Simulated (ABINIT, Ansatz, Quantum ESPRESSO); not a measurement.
**The equilibrium volume of Ir, sorted by core time**

The structure is hexagonal, space group P6_3/mmc (No. 194). Conventional cell: a = 2.751 Å, b = 2.751 Å, c = 4.462 Å, α = 90.00°, β = 90.00°, γ = 120.00°. Ir (site symmetry -6m2) has 12 Ir at 2.74 to 2.75 Å as nearest neighbours.

This isn't the form of Ir at room conditions, which is fcc.

```tsv
rung	level	program and potentials	cutoff (eV)	k mesh	smearing	spin	core time	chip	equilibrium volume (Å³/atom)	notes
GGA + dispersion	BLYP+D3(BJ)	Ansatz, Ansatz PAW	420	11 × 11 × 6	fermi-dirac 0.05	off	6.4 s	Intel Xeon 6975P-C Granite Rapids	14.46	potentials made for PBE, which Ansatz adapts in part; 17 valence electrons an atom on average
GGA + dispersion	PBEsol+D4	Ansatz, Ansatz PAW	420	11 × 11 × 6	fermi-dirac 0.05	off	11 s	Arm Neoverse V2	13.92	potentials made for PBE, which Ansatz adapts in part; 17 valence electrons an atom on average
GGA + dispersion	PBEsol+D3(BJ)	Ansatz, Ansatz PAW	420	11 × 11 × 6	fermi-dirac 0.05	off	11 s	Arm Neoverse V2	13.82	potentials made for PBE, which Ansatz adapts in part; 17 valence electrons an atom on average
GGA + dispersion	BLYP+D4	Ansatz, Ansatz PAW	420	11 × 11 × 6	fermi-dirac 0.05	off	11 s	Arm Neoverse V2	14.48	potentials made for PBE, which Ansatz adapts in part; 17 valence electrons an atom on average
LDA	LDA	Ansatz, Ansatz PAW	420	11 × 11 × 6	fermi-dirac 0.05	off	13 s	Arm Neoverse V1	13.91	potentials made for PBE, which Ansatz adapts in part; 17 valence electrons an atom on average
GGA	PBEsol	Ansatz, Ansatz PAW	420	11 × 11 × 6	fermi-dirac 0.05	off	14 s	Arm Neoverse V1	14.12	potentials made for PBE, which Ansatz adapts in part; 17 valence electrons an atom on average
GGA	BLYP	Ansatz, Ansatz PAW	420	11 × 11 × 6	fermi-dirac 0.05	off	14 s	Arm Neoverse V1	15.33	potentials made for PBE, which Ansatz adapts in part; 17 valence electrons an atom on average
LDA	LDA	ABINIT, JTH PAW LDA v2.0	435	11 × 11 × 6	fermi-dirac 0.05	off	55 s	AMD EPYC 9R45 Zen 5	13.89	15 valence electrons an atom on average
hybrid	PBEsol0	Ansatz, Ansatz PAW	420	6 × 6 × 3	fermi-dirac 0.05	off	61 s	AMD EPYC 7R13 Zen 3	13.74	coarse mesh; potentials made for PBE, which Ansatz adapts in part; 17 valence electrons an atom on average
GGA	PBEsol	Quantum ESPRESSO, GBRV 1.5 PBEsol	612	11 × 11 × 6	fermi-dirac 0.05	off	65 s	Intel Xeon 6975P-C Granite Rapids	14.12	15 valence electrons an atom on average
hybrid	HSE06	Ansatz, Ansatz PAW	420	6 × 6 × 3	fermi-dirac 0.05	off	66 s	AMD EPYC 7R13 Zen 3	14.04	coarse mesh; potentials made for PBE, which Ansatz adapts in part; 17 valence electrons an atom on average
GGA + dispersion	PBEsol+D3(BJ)	Quantum ESPRESSO, GBRV 1.5 PBEsol	612	11 × 11 × 6	fermi-dirac 0.05	off	67 s	Intel Xeon 6975P-C Granite Rapids	13.90	15 valence electrons an atom on average
hybrid	B3LYP	Ansatz, Ansatz PAW	420	6 × 6 × 3	fermi-dirac 0.05	off	67 s	AMD EPYC 7R13 Zen 3	14.72	coarse mesh; potentials made for PBE, which Ansatz adapts in part; 17 valence electrons an atom on average
GGA + dispersion	PBEsol+D3(zero damping)	Quantum ESPRESSO, GBRV 1.5 PBEsol	612	11 × 11 × 6	fermi-dirac 0.05	off	69 s	Intel Xeon 6975P-C Granite Rapids	13.91	15 valence electrons an atom on average
LDA	LDA	Ansatz, all-electron LAPW, scalar-relativistic	-	8 × 8 × 5	fermi-dirac 0.05	off	73 s	Intel Xeon Platinum 8259CL Skylake/Cascade Lake	13.94	coarse mesh
non-local van der Waals functional	PBEsol+rVV10	Quantum ESPRESSO, GBRV 1.5 PBEsol	612	11 × 11 × 6	fermi-dirac 0.05	off	76 s	Intel Xeon 6975P-C Granite Rapids	13.87	15 valence electrons an atom on average
hybrid	PBE0	Ansatz, Ansatz PAW	420	6 × 6 × 3	fermi-dirac 0.05	off	1.8 min	AMD EPYC 7R13 Zen 3	14.01	coarse mesh; potentials made for PBE, which Ansatz adapts in part; 17 valence electrons an atom on average
LDA	LDA	Ansatz, all-electron LAPW, relativistic spinors	-	8 × 8 × 5	fermi-dirac 0.05	SOC, no magnetisation	9.1 min	Intel Xeon Platinum 8259CL Skylake/Cascade Lake	13.95	coarse mesh
```

Times are single runs on shared hosts and different chips, so they are rough; meshes, cutoffs and the tasks' sizes weigh on the time. Task: relaxation of cell and atoms. Smearing widths are in eV. For a metal such meshes aren't converged. Meshes differ between rows, which moves values too. Meshes are those of the run's cell of 2 atoms unless a note names another. Relaxations start from the cell shown or near it and stop with a little pressure left. Runs on faulty files, with rough fits or with known faults for this quantity aren't shown. PBE isn't shown for this crystal.

By rung: LDA 13.89 to 13.91; GGA + dispersion 13.82 to 14.48; GGA 14.12 to 15.33; non-local van der Waals functional 13.87; LDA on coarse meshes 13.94 to 13.95; hybrid on coarse meshes 13.74 to 14.72 (Å³/atom).
